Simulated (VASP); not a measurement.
# Al2O3 (P-6m2) in VASP: a series of runs

One crystal, Al2O3, is run at these levels: PBE, LDA; tasks: dielectric tensor.

Everything below comes from runs of VASP 6.6.1. Logs are shortened: lines on timing, memory, paths and dates and some standing lists are left out, and cuts for length are marked.

## Step 1: The crystal as given

The structure is hexagonal, space group P-6m2 (No. 187). The conventional cell has a = 2.884 Å, b = 2.884 Å, c = 9.337 Å, α = 90.00°, β = 90.00°, γ = 120.00°. Al (site symmetry 3m) is surrounded by 3 O at 1.80 Å. Around O (site symmetry 3m) lie 3 Al at 1.80 Å. O (site symmetry -6m2) has 6 Al at 2.18 Å as nearest neighbours.

Measurements of this composition are mostly on another form, of space group No. 167.

## Step 2: Dielectric tensor, PBE

Contents of INCAR:

```
ALGO = Normal
EDIFF = 1E-8
ENCUT = 400
GGA = PE
ISIF = 2
ISMEAR = 0
LASPH = T
LCHARG = F
LEPSILON = T
LREAL = F
LWAVE = F
NELM = 100
PREC = Accurate
SIGMA = 0.01
```

Contents of KPOINTS:

```
k-points
0
Gamma
  12 12 4
```

Contents of POSCAR:

```
Al2O3
1.0
    2.8843249483      0.0000000000      0.0000000000
   -1.4421624742      2.4978986780      0.0000000000
    0.0000000000      0.0000000000      9.3367544600
Al O
2 3
Direct
    0.0000000000      0.0000000000      0.8500076700
    0.0000000000      0.0000000000      0.1499923300
    0.3333333333      0.6666666667      0.7776830800
    0.6666666667      0.3333333333      0.0000000000
    0.3333333333      0.6666666667      0.2223169200
```

Potentials or basis: VASP PAW PBE potentials, release 64 (Al, O).

Launch:

```
cat potpaw_PBE.64/Al/POTCAR potpaw_PBE.64/O/POTCAR > POTCAR
mpirun -np 1 vasp_std > vasp.out
```

OUTCAR:

```text
EDIFF = 1E-8
   ENCUT = 400
   GGA = PE
   ISIF = 2
   ISMEAR = 0
   LASPH = T
   LEPSILON = T
   LREAL = F
   NELM = 100
   PREC = Accurate

 Found     57 irreducible k-points:

 Following reciprocal coordinates:
            Coordinates               Weight
  0.000000  0.000000  0.000000      1.000000
  0.083333  0.000000  0.000000      6.000000
  0.166667  0.000000  0.000000      6.000000
  0.250000  0.000000  0.000000      6.000000
  0.333333 -0.000000  0.000000      6.000000
  0.416667  0.000000  0.000000      6.000000
   k-points           NKPTS =     57   k-points in BZ     NKDIM =     57   number of bands    NBANDS=     16
   number of dos      NEDOS =    301   number of ions     NIONS =      5
   total plane-waves  NPLWV =  25600
   dimension x,y,z NGX =    20 NGY =   20 NGZ =   64
   dimension x,y,z NGXF=    40 NGYF=   40 NGZF=  128
   ions per type =               2   3
   NGX,Y,Z   is equivalent  to a cutoff of  11.53, 11.53, 11.40 a.u.
   NGXF,Y,Z  is equivalent  to a cutoff of  23.06, 23.06, 22.79 a.u.
 SYSTEM =  unknown system
   PREC   = accura    normal or accurate (medium, high low for compatibility)
   ISTART =      0    job   : 0-new  1-cont  2-samecut
   ICHARG =      2    charge: 1-file 2-atom 10-const
   ISPIN  =      1    spin polarized calculation?
   LNONCOLLINEAR =      F non collinear calculations
   LSORBIT =      F    spin-orbit coupling
   LASPH  =      T    aspherical Exc in radial PAW
   ENCUT  =  400.0 eV  29.40 Ry    5.42 a.u.   4.70  4.70 15.23*2*pi/ulx,y,z
   NELM   =    100;   NELMIN=  2; NELMDL= -5     # of ELM steps
   EDIFF  = 0.1E-07   stopping-criterion for ELM
   LREAL  =      F    real-space projection
   EDIFFG = 0.1E-06   stopping-criterion for IOM
   NSW    =      0    number of steps for IOM
   IBRION =     -1    ionic relax: 0-MD 1-quasi-New 2-CG
   NFREE  =      0    steps in history (QN), initial steepest desc. (CG)
   ISIF   =      2    stress and relaxation
   ISYM   =      2    0-nonsym 1-usesym 2-fastsym
   POTIM  = 0.5000    time-step for ionic-motion
   TEBEG  =    0.0;   TEEND  =   0.0 temperature during run
   PSTRESS=    0.0 pullay stress
   NELECT =      24.0000    total number of electrons
   NUPDOWN=      -1.0000    fix difference up-down
   EMIN   =  10.00;   EMAX   =-10.00  energy-range for DOS
   EFERMI =   0.00;   METHOD = LEGACY
   ISMEAR =     0;   SIGMA  =   0.01  broadening in eV -4-tet -1-fermi 0-gaus
   EFERMI_NEDOS =   21; number of points for ismear=-14 and -15
   IALGO  =     38    algorithm
   IMIX   =      4    mixing-type and parameters
     AMIX     =   0.40;   BMIX     =  1.00
     AMIX_MAG =   1.60;   BMIX_MAG =  1.00
  volume/ion in A,a.u.               =      13.45        90.79
  Fermi-wavevector in a.u.,A,eV,Ry     =   1.161111  2.194181 18.343074  1.348178
  Thomas-Fermi vector in A             =   2.297686
[... 171 lines left out ...]
  free  energy   TOTEN  =       -36.4511047653 eV

  energy  without entropy=      -36.4511047653  energy(sigma->0) =      -36.45110477

 HEAD OF MICROSCOPIC STATIC DIELECTRIC TENSOR (INDEPENDENT PARTICLE, excluding Hartree and local field effects)
 ------------------------------------------------------
           2.747349    -0.000000     0.000000
          -0.000000     2.747349     0.000000
           0.000000     0.000000     2.582453
 ------------------------------------------------------

 Free energy of the ion-electron system (eV)
  ---------------------------------------------------
  ---------------------------------------------------
  free energy    TOTEN  =        -0.34353106 eV

  energy without entropy =       -0.34353106

------------------------ aborting loop because EDIFF is reached ----------------------------------------

--------------------------------------- Ionic step        2  -------------------------------------------

------------------------ aborting loop because EDIFF is reached ----------------------------------------

--------------------------------------- Ionic step        3  -------------------------------------------

 Free energy of the ion-electron system (eV)
  ---------------------------------------------------
  ---------------------------------------------------
  free energy    TOTEN  =        -0.18957851 eV

  energy without entropy =       -0.18957851

------------------------ aborting loop because EDIFF is reached ----------------------------------------

 PIEZOELECTRIC TENSOR FIELD DIRECTION 3  (e Angst)
 -----------------------------------------------------------------------------
    -0.00012  0.00000  0.00000           ( -0.00000  0.00000  0.00000)
     0.00000 -0.00012  0.00000           (  0.00000 -0.00000  0.00000)
     0.00000  0.00000  0.00045           (  0.00000  0.00000 -0.00000)

 PIEZOELECTRIC TENSOR FIELD DIRECTION 3  (C/m^2)
 -----------------------------------------------------------------------------
    -0.00003  0.00000  0.00000
     0.00000 -0.00003  0.00000
     0.00000  0.00000  0.00011

 MACROSCOPIC STATIC DIELECTRIC TENSOR (including local field effects in DFT)
 ------------------------------------------------------
           2.685606    -0.000000    -0.000000
          -0.000000     2.685606     0.000000
           0.000000    -0.000000     1.940083
 ------------------------------------------------------

 PIEZOELECTRIC TENSOR (including local field effects)  for field in x, y, z        (e  Angst)
          XX          YY          ZZ          XY          YZ          ZX
  --------------------------------------------------------------------------------
  x     0.00000    -0.00000     0.00000    -0.07374     0.00000     0.00000
  y    -0.07374     0.07374     0.00000    -0.00000     0.00000     0.00000
  z     0.00000     0.00000     0.00000    -0.00000     0.00000     0.00000

 PIEZOELECTRIC TENSOR (including local field effects)  for field in x, y, z        (C/m^2)
          XX          YY          ZZ          XY          YZ          ZX
  --------------------------------------------------------------------------------
  x     0.00000    -0.00000     0.00000    -0.01756     0.00000     0.00000
  y    -0.01756     0.01756     0.00000    -0.00000     0.00000     0.00000
  z     0.00000     0.00000     0.00000    -0.00000     0.00000     0.00000

 BORN EFFECTIVE CHARGES (including local field effects) (in |e|, cummulative output)
 ---------------------------------------------------------------------------------
 ion    1
    1     3.02267    -0.00000     0.00000
    2    -0.00000     3.02267     0.00000
    3     0.00000     0.00000     1.52430
 ion    2
    1     3.02267    -0.00000    -0.00000
    2    -0.00000     3.02267     0.00000
    3     0.00000     0.00000     1.52430
 ion    3
    1    -1.90261     0.00000    -0.00000
    2     0.00000    -1.90261     0.00000
    3    -0.00000     0.00000    -0.91941
 ion    4
    1    -2.24011     0.00000     0.00000
    2     0.00000    -2.24011    -0.00000
    3    -0.00000     0.00000    -1.20978
 ion    5
    1    -1.90261     0.00000     0.00000
    2     0.00000    -1.90261     0.00000
    3     0.00000     0.00000    -0.91941
```

OSZICAR:

```text
N       E                     dE             d eps       ncg     rms          rms(c)
DAV:   1     0.118603012298E+03    0.11860E+03   -0.11028E+04  1848   0.109E+03
DAV:   2    -0.335228076645E+02   -0.15213E+03   -0.14991E+03  2312   0.270E+02
DAV:   3    -0.408117757377E+02   -0.72890E+01   -0.72786E+01  2416   0.704E+01
[... 12 lines left out ...]
RMM:   9    -0.189605935182E+00   -0.47176E-05   -0.45469E-04  3993   0.124E-02    0.248E-03
RMM:  10    -0.189566967061E+00    0.38968E-04   -0.25817E-05  3937   0.489E-03    0.563E-04
RMM:  11    -0.189569880040E+00   -0.29130E-05    0.37362E-05  4008   0.196E-03    0.369E-04
RMM:  12    -0.189579269133E+00   -0.93891E-05   -0.14328E-05  4038   0.915E-04    0.557E-05
RMM:  13    -0.189577931337E+00    0.13378E-05   -0.45338E-08  2980   0.159E-04    0.169E-05
RMM:  14    -0.189578506483E+00   -0.57515E-06    0.32590E-06  1854   0.891E-05    0.461E-06
```

stdout:

```text
POSCAR found type information on POSCAR AlO
 POSCAR found :  2 types and       5 ions
 scaLAPACK will be used
 LDA part: xc-table for (Slater+PW92), standard interpolation
 POSCAR, INCAR and KPOINTS ok, starting setup
 FFT: planning ... GRIDC
 FFT: planning ... GRID_SOFT
 FFT: planning ... GRID
 WAVECAR not read
 entering main loop
 Linear response reoptimize wavefunctions to high precision
 Linear response G [H, r] |phi>, progress :
  Direction:   1
 Linear response G [H, r] |phi>, progress :
  Direction:   2
 Linear response G [H, r] |phi>, progress :
  Direction:   3
 Linear response to external field (no local field effect), progress :
  Direction:   1
 dielectric tensor                  component  1 :     2.545    -0.467    -0.003
 Linear response to external field (no local field effect), progress :
  Direction:   2
 dielectric tensor                  component  2 :    -0.468     2.950    -0.003
 Linear response to external field (no local field effect), progress :
  Direction:   3
 dielectric tensor                  component  3 :    -0.003    -0.003     2.582
 Linear response to external field, progress :
  Direction:   1
 dielectric tensor                  component  1 :     2.686     0.000     0.001
 Linear response to external field, progress :
  Direction:   2
 dielectric tensor                  component  2 :    -0.148     2.686    -0.003
 Linear response to external field, progress :
  Direction:   3
 dielectric tensor                  component  3 :    -0.001    -0.004     1.940
 Born effective charges drift removed
```

It took 4.9 min on 1 thread of Intel Xeon Platinum 8488C (Sapphire Rapids), shared host; peak memory 0.43 GiB.

The run converged, but some of its settings lie outside the range that counts as converged, so its numbers aren't taken as properties of the crystal.

What came out:

```yaml
Band_gap_on_the_k_mesh: 4.78 eV, indirect (least direct gap 5.01 eV)
Electronic_dielectric_tensor_diagonal: 2.69, 2.69, 1.94
Born_charges_mean_of_the_diagonal: Al +2.52; O -1.57, -1.90 e
```

## Step 3: Dielectric tensor, LDA

Contents of INCAR:

```
SYSTEM = Al2O3
PREC = Accurate ; ENCUT = 800
EDIFF = 1E-8 ; ISMEAR = 0
SIGMA = 0.01 ; LREAL = .False.
LASPH = .True. ; NELM = 100
ALGO = Normal ; ISIF = 2
LWAVE = .False. ; LCHARG = .False.
LEPSILON = .True.
```

Contents of KPOINTS:

```
Automatic mesh
0
Gamma
  15 15 4
  0 0 0
```

POSCAR is that of step 2.

Potentials or basis: VASP PAW LDA potentials, release 64 (Al, O).

Launch:

```
cat potpaw_LDA.64/Al/POTCAR potpaw_LDA.64/O/POTCAR > POTCAR
mpirun -np 1 vasp_std > vasp.out
```

OUTCAR:

```text
SYSTEM = Al2O3
   PREC = Accurate
   ENCUT = 800
   EDIFF = 1E-8
   ISMEAR = 0
   LREAL = .False.
   LASPH = .True.
   NELM = 100
   ISIF = 2
   LEPSILON = .True.

 ion  position               nearest neighbor table
   1  0.000  0.000  0.850-   3 1.80   3 1.80   3 1.80   4 2.18   4 2.18   4 2.18   2 2.80
   2  0.000  0.000  0.150-   5 1.80   5 1.80   5 1.80   4 2.18   4 2.18   4 2.18   1 2.80
   3  0.333  0.667  0.778-   1 1.80   1 1.80   1 1.80
   4  0.667  0.333  0.000-   1 2.18   2 2.18   1 2.18   2 2.18   1 2.18   2 2.18
   5  0.333  0.667  0.222-   2 1.80   2 1.80   2 1.80

  LATTYP: Found a hexagonal cell.
 ALAT       =     2.8843249483
 C/A-ratio  =     3.2370674689

  Lattice vectors:

 A1 = (   2.8843249483,   0.0000000000,   0.0000000000)
[... 726 lines left out ...]
 ------------------------------------------------------

 PIEZOELECTRIC TENSOR (including local field effects)  for field in x, y, z        (e  Angst)
          XX          YY          ZZ          XY          YZ          ZX
  --------------------------------------------------------------------------------
  x     0.00000    -0.00000    -0.00000    -0.07162     0.00000     0.00000
  y    -0.07162     0.07162    -0.00000    -0.00000     0.00000     0.00000
  z     0.00000     0.00000     0.00000     0.00000    -0.00000     0.00000

 PIEZOELECTRIC TENSOR (including local field effects)  for field in x, y, z        (C/m^2)
          XX          YY          ZZ          XY          YZ          ZX
  --------------------------------------------------------------------------------
  x     0.00000    -0.00000    -0.00000    -0.01706     0.00000     0.00000
  y    -0.01706     0.01706    -0.00000    -0.00000     0.00000     0.00000
  z     0.00000     0.00000     0.00000     0.00000    -0.00000     0.00000

 BORN EFFECTIVE CHARGES (including local field effects) (in |e|, cummulative output)
 ---------------------------------------------------------------------------------
 ion    1
    1     3.01982    -0.00000     0.00000
    2    -0.00000     3.01982     0.00000
    3    -0.00000     0.00000     1.51613
 ion    2
    1     3.01982    -0.00000    -0.00000
    2    -0.00000     3.01982    -0.00000
    3     0.00000     0.00000     1.51613
 ion    3
    1    -1.90088     0.00000    -0.00000
    2     0.00000    -1.90088     0.00000
    3     0.00000     0.00000    -0.91136
 ion    4
    1    -2.23787     0.00000     0.00000
    2     0.00000    -2.23787    -0.00000
    3     0.00000     0.00000    -1.20956
 ion    5
    1    -1.90088     0.00000     0.00000
    2     0.00000    -1.90088     0.00000
    3     0.00000     0.00000    -0.91136
```

OSZICAR:

```text
N       E                     dE             d eps       ncg     rms          rms(c)
DAV:   1     0.168792915713E+03    0.16879E+03   -0.15459E+04  2592   0.188E+03
DAV:   2    -0.339273680988E+02   -0.20272E+03   -0.19820E+03  3344   0.333E+02
DAV:   3    -0.446650454991E+02   -0.10738E+02   -0.10722E+02  3496   0.879E+01
[... 11 lines left out ...]
RMM:   8    -0.189061946867E+00   -0.21109E-03   -0.13522E-04  5740   0.297E-02    0.588E-03
RMM:   9    -0.189258359486E+00   -0.19641E-03   -0.78617E-05  5826   0.137E-02    0.256E-03
RMM:  10    -0.189305214383E+00   -0.46855E-04   -0.25522E-05  5738   0.599E-03    0.472E-04
RMM:  11    -0.189318407964E+00   -0.13194E-04    0.98709E-06  5819   0.176E-03    0.458E-04
RMM:  12    -0.189325481669E+00   -0.70737E-05   -0.54660E-06  5853   0.101E-03    0.507E-05
RMM:  13    -0.189325354293E+00    0.12738E-06    0.55703E-06  4657   0.163E-04    0.151E-05
RMM:  14    -0.189325356026E+00   -0.17335E-08    0.12067E-06  2911   0.681E-05    0.465E-06
```

It took 22 min on 1 thread of AMD EPYC 9R45 (Zen 5), shared host; peak memory 1.3 GiB.

What came out:

- Band gap on the k mesh: 4.74 eV, indirect (least direct gap 5.00 eV)
- Electronic dielectric tensor (diagonal): 2.70, 2.70, 1.94
- Born charges (mean of the diagonal): Al +2.52; O -1.57, -1.90 e

Electronic dielectric tensor:
```
2.70 0.00 0.00
0.00 2.70 0.00
0.00 0.00 1.94
```

Born effective charge tensors (e):
atom 1, Al
```
3.02 0.00 0.00
0.00 3.02 0.00
0.00 0.00 1.52
```
atom 2, Al
```
3.02 0.00 0.00
0.00 3.02 0.00
0.00 0.00 1.52
```
atom 3, O
```
-1.90  0.00  0.00
 0.00 -1.90  0.00
 0.00  0.00 -0.91
```
atom 4, O
```
-2.24  0.00  0.00
 0.00 -2.24  0.00
 0.00  0.00 -1.21
```
atom 5, O
```
-1.90  0.00  0.00
 0.00 -1.90  0.00
 0.00  0.00 -0.91
```

Caveat: an odd mesh through Γ misses points on the zone boundary, where band edges often lie.
